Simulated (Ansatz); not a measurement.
Relaxed bulk Sr:

Space group Fm-3m (No. 225). a = 5.916 Å, b = 5.916 Å, c = 5.916 Å, α = 90.00°, β = 90.00°, γ = 90.00°
```csv
atom,site,symmetry,x,y,z
Sr,4a,m-3m,0.0000,0.0000,0.0000
```

Miller indices refer to the conventional cell of Fm-3m (No. 225), a = 5.916 Å, b = 5.916 Å, c = 5.916 Å, α = 90.00°, β = 90.00°, γ = 90.00°.

The (111) slab of 4 planes, 10.2 Å thick with 15 Å of vacuum as cut; outer planes Sr (top) and Sr (bottom).

Theory: DFT PBEsol, scalar-relativistic, plane waves, PAW in Ansatz 0.2.0. Cutoff 420 eV; k points 9×9×1 on the computed 4-atom cell (Γ-centred); Gaussian smearing, width 0.10 eV; no spin polarisation. A dipole correction removes the field between periodic images along c.

The work function read from the bulk's Fermi level differs by 0.19 eV, so the slab's middle doesn't match the bulk reference (too thin, or relaxed to another structure or magnetic state).

Results for the relaxed slab:

| Item | Value |
| --- | --- |
| Surface energy (mean of both faces) | 0.40 J/m² |
| Work function | 2.58 eV |

Relaxation lowers the energy by 0.006 J/m² a face; the largest move is 0.108 Å.

```json
{"plane (bottom to top)": "1", "atoms": "Sr", "spacing to next, bulk (Å)": "3.416", "relaxed (Å)": "3.323", "change (%)": "-2.7"}
{"plane (bottom to top)": "2", "atoms": "Sr", "spacing to next, bulk (Å)": "3.416", "relaxed (Å)": "3.384", "change (%)": "-0.9"}
{"plane (bottom to top)": "3", "atoms": "Sr", "spacing to next, bulk (Å)": "3.416", "relaxed (Å)": "3.323", "change (%)": "-2.7"}
{"plane (bottom to top)": "4", "atoms": "Sr", "spacing to next, bulk (Å)": "", "relaxed (Å)": "", "change (%)": ""}
```

In some of the runs charge leaks into the vacuum, so their work functions can be off.